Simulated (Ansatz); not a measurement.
The system is Be2C.

```
C Be
1.0
     0.00000    2.16500    2.16500
     2.16500    0.00000    2.16500
     2.16500    2.16500    0.00000
C Be
1 2
Direct
  0.00000 0.00000 0.00000
  0.75000 0.75000 0.75000
  0.25000 0.25000 0.25000
```

Base run:

```yaml
Program: Ansatz 0.2.0
Functional: HSE06 form with a typed share of exact exchange
Potentials_or_basis: Ansatz PAW
Cutoff: "420 eV (not typed: the program's choice for these potentials)"
k_mesh: 6 × 6 × 6
Occupations: fermi-dirac, width 0.05 eV
Spin: no spin polarisation
```

Its results: band gap on the k mesh 2.06 eV, indirect (least direct gap 5.28 eV); pressure -3.5 GPa.

Question: The run is repeated on the same cell with these changes: screening (1/å) from 0.15 to 0.2. What comes out?

Answer: Band gap on the k mesh 1.93 eV, indirect (least direct gap 5.15 eV); pressure -3.5 GPa.

Caveats: the PAW data sets come from PBE, with cores solved anew for the run's functional, which leaves a small shift of forces and pressure; the thresholds are loose for stress.

A k mesh can miss the band edges.
